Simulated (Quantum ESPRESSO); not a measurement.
The system is Ga.

```
Ga
1.0
    -1.38440    1.38440    2.31122
     1.38440   -1.38440    2.31122
     1.38440    1.38440   -2.31122
Ga
1
Direct
  0.00000 0.00000 0.00000
```

This isn't the form of Ga at room conditions, which is orthorhombic.

- Program: Quantum ESPRESSO 7.5
- Task: single point
- Functional: PBEsol
- Potentials or basis: GBRV 1.5 PBEsol
- Cutoff: 762 eV
- Density cutoff: 6095 eV
- k mesh: 13 × 13 × 13
- Occupations: fermi-dirac, width 0.05 eV
- Spin: no spin polarisation

On this cell: pressure -0.2 GPa; band gap on the k mesh none (metal or under the smearing width).

The same run follows on a disturbed copy (cell strained at random at fixed volume):

```xyz
1
Lattice="-1.3457 1.3675 2.2797 1.3853 -1.3814 2.3118 1.3843 1.4199 -2.2881" Properties=species:S:1:pos:R:3 pbc="T T T"
Ga    0.0327    0.0007    0.0007
```

**Question.** What changes?

**Answer.** The energy (extrapolated to zero smearing) moves by +0.4 meV/atom; pressure -0.1 GPa; band gap on the k mesh none (metal or under the smearing width).

Stress tensor (GPa, compression positive):
```
 0.09  0.17 -0.01
 0.17 -0.05 -0.14
-0.01 -0.14 -0.44
```
